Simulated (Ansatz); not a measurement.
# Strain response of InSe

Method: DFT PBEsol, scalar-relativistic, plane waves, PAW (Ansatz). (420 eV cutoff, 4×8×6 k-mesh, Gaussian smearing of 0.02 eV, no spin polarisation)

Starting point, cell and atoms relaxed:

```yaml
crystal:
  lattice:
    - [11.74986, 0.00000, 0.00000]
    - [0.00000, 4.11055, 0.00000]
    - [-1.60897, 0.00000, 4.27064]
  atoms:
    - { symbol: In, position: [0.38580, 0.50000, 0.02905] }
    - { symbol: In, position: [0.11420, 0.00000, 0.97095] }
    - { symbol: In, position: [0.88580, 0.00000, 0.02905] }
    - { symbol: In, position: [0.61420, 0.50000, 0.97095] }
    - { symbol: Se, position: [0.15472, 0.50000, 0.63749] }
    - { symbol: Se, position: [0.34528, 0.00000, 0.36251] }
    - { symbol: Se, position: [0.65472, 0.00000, 0.63749] }
    - { symbol: Se, position: [0.84528, 0.50000, 0.36251] }
```

Deformation: shear that moves c along a by the strain times its height over the a-b plane, the cell held and the atoms relaxed, all within the symmetry that the strain leaves. Energies are extrapolated to zero smearing. Gaps are Kohn–Sham gaps over the whole zone.

(1) Give the structure at +1.5 %.

Results:

(1)
```yaml
crystal:
  lattice:
    - [11.74986, 0.00000, 0.00000]
    - [0.00000, 4.11055, 0.00000]
    - [-1.54491, 0.00000, 4.27064]
  atoms:
    - { symbol: In, position: [0.38544, 0.50000, 0.02731] }
    - { symbol: In, position: [0.11456, 0.00000, 0.97269] }
    - { symbol: In, position: [0.88544, 0.00000, 0.02731] }
    - { symbol: In, position: [0.61456, 0.50000, 0.97269] }
    - { symbol: Se, position: [0.15563, 0.50000, 0.63843] }
    - { symbol: Se, position: [0.34437, 0.00000, 0.36157] }
    - { symbol: Se, position: [0.65563, 0.00000, 0.63843] }
    - { symbol: Se, position: [0.84437, 0.50000, 0.36157] }
```
Space group C2/m (12), 0.5 meV/atom over the relaxed crystal.

This form isn't the usual stable structure of the compound.